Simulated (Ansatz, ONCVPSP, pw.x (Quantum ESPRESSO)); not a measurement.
silicon: does the ONCV potential hold in the solid?

ONCVPSP 4.0.1.1 (patched build) input, shortened (lines: element, Z, core and valence counts, functional; n l f; lmax; l rc ep ncon nbas qcut; lloc lpopt rc5 dvloc0; l nproj debl; icmod fcfact rcfact), PBE, scalar-relativistic:

```
  Si 14.00    3    2        4      upf
    1    0    2.00
    2    0    2.00
    2    1    6.00
    3    0    2.00
    3    1    1.00
    2
    0    1.75    0.00    3    6    3.20
    1    1.75    0.00    3    6    4.40
    2    1.55    0.17    4    8    7.30
    4    5    1.20   -1.00
    0    2    2.40
    1    2    3.50
    2    2    2.70
    3    4.00    1.05
```

Atomic tests: cutoffs needed: 15 Ha and 31 Ha (the cutoffs (Ha) at which the residual kinetic energy of the hardest occupied pseudo-wave falls to 1 and 0.1 mHa per electron); ghost test: no bound ghost flagged but for a GHOST(-) flag that falls on a real empty level of the atom; GHOST(+) flagged for s at 111.5 eV; largest excitation error: +59 meV (all-electron minus pseudo) for 3s1 3p0, out of 4 test configurations.

Crystal test: bcc Si in pw.x 7.5, no spin, 15³ k-points, Fermi–Dirac smearing 0.01 Ry, cutoffs 75/300 Ry. The reference is all-electron LAPW (Ansatz 0.2.0) with the same functional, mesh and smearing; V0 and B0 come from Birch–Murnaghan fits to the pressures at five volumes. Errors are pseudo minus all-electron; Δ is the rms difference of the E(V) curves that follow from these fits, minima aligned, over ±6 % about the mean V0. Mesh and smearing are coarse, so the numbers serve the comparison and aren't converged zero-temperature values; the lattice is a test structure that the element need not adopt.

| V (Å³/atom) | P all-electron (GPa) | P pseudo (GPa) |
| --- | --- | --- |
| 13.863 | 5.77 | 6.31 |
| 14.228 | 2.88 | 3.38 |
| 14.593 | 0.35 | 0.81 |
| 14.958 | -1.86 | -1.44 |
| 15.323 | -3.80 | -3.41 |

All-electron: a0 = 3.083 Å (V0 = 14.65 Å³/atom), B0 = 93.0 GPa.

Pseudopotential: mean pressure error (GPa): +0.46; a0 (Å): 3.088; a0 error (%): +0.16; B0 error (%): -0.5; Δ (meV/atom): 1.4.

At the middle volume, how do free energy and pressure move when the wave cutoff is lowered (ecutrho kept at four times it)?

```tsv
cutoff (Ry)	shift of F (meV/atom)	shift of P (GPa)
34	+35.2	-0.16
45	+23.6	-0.63
60	+1.9	-0.23
```

Input at the middle volume:

```
&control
  calculation='scf', prefix='x', pseudo_dir='./', outdir='./tmp', tstress=.true., disk_io='low'
/
&system
  ibrav=0, nat=1, ntyp=1, ecutwfc=75, ecutrho=300, nbnd=9,
  occupations='smearing', smearing='fd', degauss=0.01
/
&electrons
  conv_thr=1e-09, mixing_beta=0.4, electron_maxstep=70
/
ATOMIC_SPECIES
Si 1.0 Si.UPF
CELL_PARAMETERS angstrom
  -1.53943562 1.53943562 1.53943562
  1.53943562 -1.53943562 1.53943562
  1.53943562 1.53943562 -1.53943562
ATOMIC_POSITIONS crystal
Si 0.0000 0.0000 0.0000
K_POINTS automatic
15 15 15 0 0 0
```

```bash
pw.x < Si.scf.in > Si.scf.out
```

Lines of the output:

```
Message from routine setup:
     using ibrav=0 with symmetry is DISCOURAGED, use correct ibrav instead
     lattice parameter (alat)  =       5.0387  a.u.
     unit-cell volume          =      98.4784 (a.u.)^3
     number of electrons       =         4.00
     number of Kohn-Sham states=            9
     kinetic-energy cutoff     =      75.0000  Ry
     charge density cutoff     =     300.0000  Ry
     scf convergence threshold =      1.0E-09
     Exchange-correlation= PBE
     number of k points=   120  Fermi-Dirac smearing, width (Ry)=  0.0100
     iteration #  1     ecut=    75.00 Ry     beta= 0.40
     total energy              =      -8.12319029 Ry
     estimated scf accuracy    <       0.03440035 Ry
     iteration #  2     ecut=    75.00 Ry     beta= 0.40
     total energy              =      -8.11956204 Ry
     estimated scf accuracy    <       0.01068511 Ry
     iteration #  3     ecut=    75.00 Ry     beta= 0.40
     total energy              =      -8.12004306 Ry
     estimated scf accuracy    <       0.00000840 Ry
     iteration #  4     ecut=    75.00 Ry     beta= 0.40
     c_bands:  1 eigenvalues not converged
     total energy              =      -8.12005465 Ry
     estimated scf accuracy    <       0.00000396 Ry
     iteration #  5     ecut=    75.00 Ry     beta= 0.40
     total energy              =      -8.12005491 Ry
     estimated scf accuracy    <       0.00000010 Ry
     iteration #  6     ecut=    75.00 Ry     beta= 0.40
     the Fermi energy is    10.4641 ev
!    total energy              =      -8.12005492 Ry
     estimated scf accuracy    <          5.7E-10 Ry
     smearing contrib. (-TS)   =      -0.00186172 Ry
     The total energy is F=E-TS. E is the sum of the following terms:
     one-electron contribution =       4.61256146 Ry
     hartree contribution      =       0.02909979 Ry
     xc contribution           =      -2.75203401 Ry
     ewald contribution        =     -10.00782043 Ry
     convergence has been achieved in   6 iterations
          total   stress  (Ry/bohr**3)                   (kbar)     P=        8.07
```

The run at the middle volume (120 k-points, 6 iterations) took about 11 s on one core of a shared host (Neoverse-V2, 96 threads, 742 GiB, load 74).
